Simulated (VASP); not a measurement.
## Sb: relaxation of cell and atoms with r2SCAN+D4

Crystal: Sb.

```
Sb
1.0
    -1.57654    1.57654    2.71194
     1.57654   -1.57654    2.71194
     1.57654    1.57654   -2.71194
Sb
1
Cartesian
  0.0000 0.0000 0.0000
```

This isn't the form of Sb at room conditions, which is rhombohedral.

```json
{
 "Program": "VASP 6.6.1",
 "Task": "relaxation of cell and atoms",
 "Functional": "r2SCAN",
 "Dispersion": "D4",
 "Potentials or basis": "VASP PAW PBE potentials, release 64 (Sb)",
 "Cutoff": "600 eV",
 "k mesh": "12 × 12 × 12",
 "Occupations": "gaussian, width 0.05 eV",
 "Spin": "no spin polarisation",
 "Further INCAR settings": "ALGO = Normal; EDIFF = 1e-06; IBRION = 2; EDIFFG = -0.01; NSW = 60; ISIF = 3"
}
```

```json
{
 "Relaxed volume": "27.28 Å³/atom",
 "Relaxed cell": "a = 3.572 Å, b = 3.572 Å, c = 3.572 Å, α = 128.30°, β = 128.30°, γ = 76.13°",
 "Space group after relaxing (to 0.05 Å)": "I4/mmm (No. 139)",
 "Energy gained by relaxing": "7.6 meV/atom",
 "Ionic steps": "9",
 "Pressure after relaxing": "0.0 GPa",
 "Band gap on the k mesh": "none (metal or under the smearing width)",
 "Dispersion energy per atom": "-0.186 eV"
}
```

Stress tensor (GPa, compression positive):
```
 0.05  0.00  0.00
 0.00  0.05  0.00
 0.00  0.00 -0.03
```

Step by step:
| step | energy change (eV) | largest force (eV/Å) | pressure (GPa) | volume (Å³) |
| --- | --- | --- | --- | --- |
| 1 | 0.0000 | 0.0000 | 0.06 | 26.96 |
| 2 | -0.0010 | 0.0000 | 0.04 | 27.00 |
| 3 | -0.0059 | 0.0000 | 0.20 | 27.11 |
| 4 | -0.0047 | 0.0000 | 0.44 | 27.30 |
| 5 | -0.0069 | 0.0000 | 0.30 | 27.23 |
| 6 | -0.0075 | 0.0000 | 0.23 | 27.17 |
| 7 | -0.0075 | 0.0000 | 0.24 | 27.18 |
| 8 | -0.0071 | 0.0000 | -0.56 | 27.54 |
| 9 | -0.0076 | 0.0000 | 0.02 | 27.28 |

Final structure:
```cif
data_structure
_symmetry_space_group_name_H-M 'P 1'
_symmetry_Int_Tables_number 1
_cell_length_a 3.5717
_cell_length_b 3.5717
_cell_length_c 3.5717
_cell_angle_alpha 128.303
_cell_angle_beta 128.303
_cell_angle_gamma 76.135
_cell_volume 27.28
loop_
_atom_site_label
_atom_site_type_symbol
_atom_site_fract_x
_atom_site_fract_y
_atom_site_fract_z
_atom_site_occupancy
Sb1 Sb 0.00000 0.00000 0.00000 1
```

Levels at points of the mesh, in eV from the Fermi level:
| k point | band 1 | band 2 | band 3 | band 4 | band 5 | band 6 |
| --- | --- | --- | --- | --- | --- | --- |
| (0.00, 0.00, 0.00) | -13.56 | 4.19 | 5.70 | 5.70 | 9.55 | 10.06 |
| (0.50, 0.00, 0.00) | -9.50 | -6.09 | 1.29 | 5.99 | 6.08 | 11.08 |
| (0.50, 0.50, 0.00) | -6.59 | -4.58 | -1.52 | 0.73 | 3.75 | 4.64 |
| (0.50, 0.50, 0.50) | -10.13 | -6.07 | 2.64 | 2.64 | 6.43 | 7.22 |

Wall time 7.3 min on 1 thread of Intel(R) Xeon(R) Platinum 8488C (Sapphire Rapids), with other jobs on the host, peak memory 0.19 GiB.

Caveat: the PAW data sets were made with another functional, which shifts forces and pressure a little; pairwise dispersion overbinds metals, which lowers pressure and volume. The run has no spin-orbit coupling, so splittings on Sb are missing.
